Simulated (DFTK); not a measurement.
# In in DFTK: convergence with tol

The system is In.

```
In
1.0
    -1.88253    1.88253    1.88253
     1.88253   -1.88253    1.88253
     1.88253    1.88253   -1.88253
In
1
Direct
  0.00000 0.00000 0.00000
```

This isn't the form of In at room conditions, which is tetragonal.

| Property | Result |
| --- | --- |
| Program | DFTK 0.8.2 |
| Task | convergence study |
| Functional | PBEsol |
| Potentials or basis | SPMS 1.0 (PBE) |
| Cutoff | 816 eV |
| k mesh | 6 × 6 × 6 |
| Occupations | cold, width 0.1 eV |
| Spin | no spin polarisation |

These are the settings of the first run; the series varies tol, with any setting tied to it.

Hardware: 1 thread of AMD EPYC 9R45 96-Core Processor (Zen 5), with other jobs on the host.

Q: The values tried are 0.1, 0.01, 0.001, 0.0001, 1e-05, 1e-06, 1e-08, loosest first. From which on does the energy stay within 1 meV/atom of the tightest run that finished?

A: From 0.01 on.

```tsv
tol	energy less the tightest run (meV/atom)	SCF cycles
0.1	53.08	1
0.01	0.08	3
0.001	0.01	5
0.0001	0.00	6
1e-05	0.00	8
1e-06	0.00	10
1e-08	0.00	13
```

The tightest run that finished is the yardstick and may itself not be fully converged.

Caveat, for the tightest run too: the k mesh is coarse (spacing up to 0.39 Å⁻¹), so the values aren't converged; the cutoff is short for these potentials, so energies and forces aren't converged, fitted volumes are rough and the log's stress (off by 3 to 10 GPa or more in trials) isn't used.
